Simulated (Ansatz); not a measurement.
# MnS (P6_3mc) in Ansatz: notebook, part 2 of 2

Ansatz 0.2.0. The steps go on from the part before.

## (4) Projected density of states, PBEsol+U, collinear spin, ferromagnetic start

input.yaml reads:

```yaml
crystal:
  lattice:
    - [3.9535769233, 0.0, 0.0]
    - [-1.9767884617, 3.4238980514, 0.0]
    - [0.0, 0.0, 6.34252886]
  atoms:
    - { symbol: Mn, position: [0.6666666667, 0.3333333333, 0.49884467], spin: 4.0 }
    - { symbol: Mn, position: [0.3333333333, 0.6666666667, 0.99884467], spin: 4.0 }
    - { symbol: S, position: [0.3333333333, 0.6666666667, 0.6261543] }
    - { symbol: S, position: [0.6666666667, 0.3333333333, 0.1261543] }
hamiltonian:
  xc: pbesol
  pseudopotentials: { kind: paw }
  hubbard: { sites: [{ species: Mn, l: d, u_eff: 8.0 }] }
magnetization:
  spin_polarized: true
kpoints:
  mp_grid: { grid: [8, 8, 4] }
scf:
  occupations: { method: fermi_dirac, width: 0.05 }
  n_extra_bands: 10
output:
  forces: true
  stress: true
  eigenvalues: true
  dos: { projected: true, de: 0.05, nscf_kmesh: { grid: [12, 12, 6] } }
```

Potentials or basis: Ansatz PAW.

Run with:

```console
ansatz run input.yaml --threads 2 --pin off --max-ram 5632MiB --backend cpu --events-out ev --progress --plain --runs-dir out
```

Output:

```text
Warning: RAYON_NUM_THREADS=2 ignored (pool sized by the plan → 2); use --threads N
Mn: projections on atomic orbitals take those of the free atom [Ne] 3s2 3p6 3d5 4s2, of charge +0.00 (hamiltonian.pseudopotentials.projection_atoms); the dataset's partial waves leave at most 9.0e-7 of an orbital's norm unspanned inside its sphere
S: projections on atomic orbitals take those of the free atom [Ne] 3s2 3p4, of charge +0.00 (hamiltonian.pseudopotentials.projection_atoms); the dataset's partial waves leave at most 1.6e-7 of an orbital's norm unspanned inside its sphere
scf.n_extra_bands = 10 over 21 filled bands (N_el = 42.0): the run solves 31 bands
Engine: ansatz 0.2.0, x86_64-unknown-linux-gnu
Pseudopotentials: kind: paw
Pseudopotential: Mn, paw, valence charge 15, recommended cutoff 420 eV (normal), Mn.paw.azcp
Pseudopotential: S, paw, valence charge 6, recommended cutoff 420 eV (normal), S.paw.azcp
Functional definition: PBEsol
  exchange = pbesol_x
  correlation = pbesol_c
Crystal: 4 atoms, lattice volume = 85.857 Å³
Basis set: ecut = 420 eV, 1725 PW (Γ), exchange–correlation on 54×54×90 points (8 copies of the dense FFT grid, shifted against one another)
Bands: 31, of which v1, the nominal top of the filled ones, is band 21 counted from 1 (20 counted from 0)
Symmetry: 12 space group operations
Space group: P63mc (ITA 186), of the structure as read, at distance tolerance 4.4e-5 Å
[... 54 lines left out ...]
  E_vpaw       = -619.020837  (= ΣTr[D̂ρ^β])
  E_aug_tail   = -0.000017  (compensation charges beyond the density's cutoff)
  E_ewald      = -3469.480858
  E_core_change = 0.463199  (= ΣΔE_core)
  E_smearing   = -0.000000  (= −TS)
  E_closure    = -0.000000  (closes the sum)
  Σ components = -9506.220362   (vs F -9506.220362, Δ=0.00e0)
--- Forces (eV/Å), atoms counted from 1 ---
  atom   1  Mn     0.00000000    -0.00000000     0.38273302
  atom   2  Mn     0.00000000     0.00000000     0.38273302
  atom   3  S     -0.00000000     0.00000000    -0.38268292
  atom   4  S     -0.00000000    -0.00000000    -0.38268292
  max |Σ_I F_I| component: 1.00e-4 eV/Å
--- Stress (GPa, compression-positive) ---
        6.155556       0.000000       0.000000
        0.000000       6.155556       0.000000
        0.000000       0.000000       9.624168
  P = ⅓ Tr σ = 7.3118 GPa (73.118 kbar)
--- Band table (eV; the first three rows and the last of 60) ---
  k-point 0 ↑: bands = ["-74.7169", "-74.7168", "-43.5768", "-43.5768", "-43.5762", "-43.5762", "-43.5752", "-43.5713", "-6.1008", "-5.5945", "-0.7277", "-0.6661", "-0.6661", "-0.5399", "-0.5399", "-0.1492", "-0.1492", "0.0909", "0.0909", "0.5431", "1.9209", "6.0769", "6.0769", "7.0995", "7.1432", "7.1432", "8.7337", "10.2554", "13.2600", "13.2600", "13.7924"]
  k-point 1 ↑: bands = ["-74.7168", "-74.7168", "-43.5767", "-43.5767", "-43.5763", "-43.5763", "-43.5746", "-43.5719", "-6.0184", "-5.6579", "-0.7005", "-0.6610", "-0.6610", "-0.5712", "-0.5712", "-0.1005", "-0.1005", "-0.0165", "0.0690", "0.0690", "2.8992", "6.1111", "6.2212", "6.2212", "6.9740", "6.9740", "9.5911", "10.3099", "13.3161", "13.3161", "13.3363"]
  k-point 2 ↑: bands = ["-74.7168", "-74.7168", "-43.5765", "-43.5765", "-43.5765", "-43.5765", "-43.5733", "-43.5733", "-5.8287", "-5.8287", "-0.6285", "-0.6285", "-0.6285", "-0.6285", "-0.5218", "-0.5218", "-0.0030", "-0.0030", "-0.0030", "-0.0030", "4.5177", "4.5177", "6.5852", "6.5852", "6.5852", "6.5852", "10.3140", "10.3140", "13.3801", "13.3801", "13.6124"]
  k-point 29 ↓: bands = ["-69.7562", "-69.7562", "-38.6996", "-38.6996", "-38.6976", "-38.6976", "-38.6955", "-38.6955", "-4.9096", "-4.9096", "2.8625", "2.8625", "3.8235", "3.8235", "4.9843", "4.9843", "10.6942", "10.6942", "11.2040", "11.2040", "12.0407", "12.0407", "12.1831", "12.1831", "12.6113", "12.6113", "13.9343", "13.9343", "14.6221", "14.6221", "15.0880"]
Occupation matrices written to <dir>
```

occupation_matrices:

```text
# The occupation matrices of the corrected shells as a run of Ansatz 0.0.0 ended. An entry of
# hamiltonian.hubbard.sites starts from them by `starting_ns: <path of this file>`, where that key's refused
# combinations let it.
# Free energy -9506.220362 eV.
# projection_atom_Mn: [Ne] 3s2 3p6 3d5 4s2
[... 40 lines left out ...]
  site1_d_down:
    matrix:
      - [0.05355452014346313, 8.394682619041796e-19, -1.8935678786922505e-18, 6.729173360507674e-18, 1.0467374734888095e-18]
      - [7.581530989677667e-19, 0.028153163752963405, -8.68380640081266e-20, -3.282285142390572e-13, 0.014984165057385661]
      - [-2.001988095940801e-18, -5.747290416266036e-19, 0.028153163752963416, 0.014984165057385668, 3.2822948055208187e-13]
      - [6.69303328809149e-18, -3.2822826125855035e-13, 0.014984165057385668, 0.037393811958922135, -1.4296627343236645e-18]
      - [7.937569665755251e-19, 0.014984165057385661, 3.2822946248204563e-13, -1.2399273541387012e-18, 0.03739381195892213]
```

Wall time 23 s (2 threads of AMD EPYC 7R43 (Zen 3), shared host); peak memory 0.59 GiB.

Results:

```yaml
Free_energy: -9506.2204 eV
Pressure: 7.3 GPa
Largest_force: 0.383 eV/Å
Band_gap_on_the_k_mesh: 1.59 eV, direct
Net_moment: 10.00 μB per cell
Absolute_moment: 10.05 μB per cell
Site_moments: Mn +4.38; S -0.01 μB
```

Forces in eV/Å, atoms in the order of the input:
```
Mn   0.000  0.000  0.383
Mn   0.000  0.000  0.383
S    0.000  0.000 -0.383
S    0.000  0.000 -0.383
```

Levels at points of the mesh, in eV from the valence-band top:
Spin up:
```
             k point  band 22  band 23  band 24  band 25  band 26  band 27  band 28  band 29  band 30  band 31
  (0.00, 0.00, 0.00)    -1.07    -1.07    -0.04     0.00     0.00     1.59     3.11     6.12     6.12     6.65
 (0.00, 0.00, -0.50)    -2.63    -0.56    -0.56    -0.56    -0.56     3.17     3.17     6.24     6.24     6.47
 (0.00, -0.50, 0.00)    -3.86    -3.37    -2.55    -1.75    -0.95     3.79     4.13     4.75     6.59     7.05
(0.00, -0.50, -0.50)    -4.64    -1.78    -1.78    -1.67    -1.67     3.40     3.40     5.49     5.49     8.11
```
Spin down:
```tsv
k point	band 14	band 15	band 16	band 17	band 18	band 19
(0.00, 0.00, 0.00)	-1.98	-1.96	-1.96	2.51	3.46	4.35
(0.00, 0.00, -0.50)	-2.06	-2.06	-2.06	3.97	3.97	4.74
(0.00, -0.50, 0.00)	-2.64	-2.58	-2.10	3.06	3.23	4.12
(0.00, -0.50, -0.50)	-2.44	-2.39	-2.39	3.11	3.11	4.30
```

States per cell in windows of 1 eV (zero at the valence-band top; states under -8 eV left out):
| from (eV) | up | down | Mn 3d up | Mn 3d down | S 3p up | S 3p down | Mn 4s up | Mn 4s down |
| --- | --- | --- | --- | --- | --- | --- | --- | --- |
| -8.0 | 8.21 | 0.00 | 7.64 | 0.00 | 0.49 | 0.00 | 0.05 | 0.00 |
| -7.0 | 1.79 | 0.00 | 1.55 | 0.00 | 0.05 | 0.00 | 0.04 | 0.00 |
| -6.0 | 0.00 | 0.00 | 0.00 | 0.00 | 0.00 | 0.00 | 0.00 | 0.00 |
| -5.0 | 0.98 | 1.19 | 0.09 | 0.03 | 0.66 | 0.96 | 0.20 | 0.18 |
| -4.0 | 0.98 | 1.32 | 0.10 | 0.06 | 0.69 | 1.11 | 0.10 | 0.11 |
| -3.0 | 1.35 | 3.37 | 0.11 | 0.27 | 1.10 | 3.01 | 0.04 | 0.03 |
| -2.0 | 1.95 | 0.12 | 0.16 | 0.02 | 1.67 | 0.10 | 0.02 | 0.00 |
| -1.0 | 0.73 | 0.00 | 0.07 | 0.00 | 0.64 | 0.00 | 0.00 | 0.00 |
| 0.0 | 0.00 | 0.00 | 0.00 | 0.00 | 0.00 | 0.00 | 0.00 | 0.00 |
| 1.0 | 0.00 | 0.00 | 0.00 | 0.00 | 0.00 | 0.00 | 0.00 | 0.00 |
| 2.0 | 0.06 | 0.01 | 0.00 | 0.00 | 0.01 | 0.00 | 0.03 | 0.01 |
| 3.0 | 0.73 | 1.94 | 0.00 | 1.04 | 0.08 | 0.03 | 0.26 | 0.16 |
| 4.0 | 1.14 | 3.46 | 0.01 | 2.63 | 0.11 | 0.05 | 0.28 | 0.16 |
| 5.0 | 1.49 | 5.19 | 0.00 | 4.25 | 0.16 | 0.22 | 0.27 | 0.24 |
| 6.0 | 1.43 | 1.55 | 0.00 | 0.65 | 0.10 | 0.12 | 0.16 | 0.28 |
| 7.0 | 0.15 | 2.12 | 0.00 | 0.45 | 0.01 | 0.15 | 0.01 | 0.23 |

Eigenvalues of the final occupation matrices:
| site | spin | trace | eigenvalues |
| --- | --- | --- | --- |
| site 1 | 1 | 4.98 | 0.99 0.99 0.99 1.00 1.00 |
| site 1 | 2 | 0.18 | 0.02 0.02 0.05 0.05 0.05 |
| site 2 | 1 | 4.98 | 0.99 0.99 0.99 1.00 1.00 |
| site 2 | 2 | 0.18 | 0.02 0.02 0.05 0.05 0.05 |

Caveat: the magnetic or orbital state may not be the lowest; only a ferromagnetic start was run, and an antiferromagnetic order may lie lower in energy; the PAW data sets come from PBE, with cores solved anew for the run's functional, which leaves a small shift of forces and pressure; the density of states is complete only up to the lowest level of the last band computed.
